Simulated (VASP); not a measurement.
**GaN in VASP: how settings move the PBE single point**

Aim: see what changed inputs do to the PBE single point of rocksalt GaN, under +1.0 % biaxial strain in x and y, free along z. This is a trial cell built on a prototype, not taken from a measured structure, and it needn't be the compound's ground state.

Program: VASP 6.6.1. PAW datasets, plane waves. These are computed values for a spin-unpolarised cell that may be hypothetical; none is a measurement.

### Step 1. The structure to begin with

The cell comes from an earlier relaxation with r2SCAN in another program, then strained, with the atoms relaxed again. Some of the altered inputs switch spin polarisation on.

The symmetry is I4/mmm (No. 139, tetragonal); conventional cell a = 3.012 Å, c = 4.177 Å, 9.47 Å³ an atom. Around Ga lie 6 N at 2.09–2.13 Å; around N lie 6 Ga at 2.09–2.13 Å.

The structure in full:

```cif
data_structure
_symmetry_space_group_name_H-M 'P 1'
_symmetry_Int_Tables_number 1
_cell_length_a 2.9828
_cell_length_b 2.9828
_cell_length_c 3.0117
_cell_angle_alpha 59.679
_cell_angle_beta 59.679
_cell_angle_gamma 60.642
_cell_volume 18.94
loop_
_atom_site_label
_atom_site_type_symbol
_atom_site_fract_x
_atom_site_fract_y
_atom_site_fract_z
_atom_site_occupancy
Ga1 Ga 0.00000 0.00000 0.00000 1
N1 N 0.50000 0.50000 0.50000 1
```

### Step 2. Baseline

File INCAR:

```
ENCUT = 520.000000
SIGMA = 0.020000
EDIFF = 1.00e-07
GGA = PE
PREC = Accurate
IBRION = -1
ISIF = 2
ISMEAR = -1
NBANDS = 16
NELM = 120
NSW = 0
LASPH = .TRUE.
LCHARG = .TRUE.
LELF = .TRUE.
LWAVE = .FALSE.
LREAL = .FALSE.
```

File KPOINTS:

```
KPOINTS created by Atomic Simulation Environment
0
Gamma
10 10 10
0 0 0
```

File POSCAR:

```
Ga N
 1.0000000000000000
     0.0000000000000000    2.1296003866000000    2.0885085120000002
     2.1296003866000000    0.0000000000000000    2.0885085120000002
     2.1296003866000000    2.1296003866000000    0.0000000000000000
 Ga  N
   1   1
Cartesian
  0.0000000000000000  0.0000000000000000  0.0000000000000000
  2.1296003865999995  2.1296003865999995  2.0885085120000002
```

A file KPOINTS_OPT adds named points for the levels; it doesn't enter the self-consistent loop.

Potentials: the recommended PBE PAW datasets, 18 valence electrons.

On the command line:

```console
$ mpirun -np 1 vasp_std
```

### Step 3. Altered input 1

File INCAR:

```
ENCUT = 520.000000
SIGMA = 0.020000
EDIFF = 1.00e-07
GGA = PE
PREC = Accurate
IBRION = -1
ISIF = 2
ISMEAR = -1
NBANDS = 16
NSW = 0
LCHARG = .FALSE.
LWAVE = .FALSE.
LREAL = .FALSE.
LASPH = .FALSE.
ISPIN = 2
MAGMOM = -0.5 -0.5
NELM = 64
```

KPOINTS is that of step 2.

POSCAR is that of step 2.

### Step 4. Altered input 2

File INCAR:

```
ENCUT = 520.000000
SIGMA = 0.020000
EDIFF = 1.00e-07
GGA = PE
IBRION = -1
ISIF = 2
ISMEAR = -1
NBANDS = 16
NELM = 120
NSW = 0
LASPH = .TRUE.
LCHARG = .FALSE.
LWAVE = .FALSE.
LREAL = .FALSE.
PREC = Normal
ALGO = Damped
TIME = 0.5
```

KPOINTS is that of step 2.

POSCAR is that of step 2.

### Step 5. Altered input 3

File INCAR:

```
ENCUT = 520.000000
SIGMA = 0.020000
EDIFF = 1.00e-07
GGA = PE
PREC = Accurate
IBRION = -1
ISIF = 2
ISMEAR = -1
NBANDS = 16
NSW = 0
LASPH = .TRUE.
LCHARG = .FALSE.
LWAVE = .FALSE.
LREAL = .FALSE.
NELECT = 18.5
NELM = 90
```

KPOINTS is that of step 2.

POSCAR is that of step 2.

### Step 6. Altered input 4

File INCAR:

```
ENCUT = 520.000000
SIGMA = 0.020000
EDIFF = 1.00e-07
GGA = PE
PREC = Accurate
IBRION = -1
ISIF = 2
ISMEAR = -1
NBANDS = 16
NSW = 0
LASPH = .TRUE.
LCHARG = .FALSE.
LWAVE = .FALSE.
LREAL = .FALSE.
NELM = 87
ICHARG = 11
```

KPOINTS is that of step 2.

POSCAR is that of step 2.

Q: Predict the outcome of this session. Wanted: for each run, changed; ending; energy change; pressure; electronic steps; usable.

**Answer**, as computed:

| run | changed | ending | energy change (meV/atom) | pressure (GPa) | gap on the mesh (eV; negative: overlap) | electronic steps | time | usable |
| --- | --- | --- | --- | --- | --- | --- | --- | --- |
| ref. | – | converged | 0 | 6.7 | 0.46 | 13 | 17 s | yes |
| 1 | LASPH = .FALSE., ISPIN = 2, MAGMOM = -0.5 -0.5, NELM = 64 | converged | 0.2 | 6.7 | – | 15 | 36 s | yes |
| 2 | PREC = Normal, ALGO = Damped, TIME = 0.5 | converged | 0.0 | 6.7 | 0.46 | 22 | 19 s | yes |
| 3 | NELECT = 18.5, NELM = 90 | converged | – | 87.9 | – | 13 | 20 s | no |
| 4 | ICHARG = 11 | refused | – | – | – | – | 1.2 s | no |

What this shows: Of 4 altered inputs, 1 gave no result, 1 ended normally on a faulty or unsound input, 2 gave usable results. Among the usable ones with comparable energies, «LASPH = .FALSE., ISPIN = 2, MAGMOM = -0.5 -0.5, NELM = 64» moves the energy most, by 0.2 meV/atom.
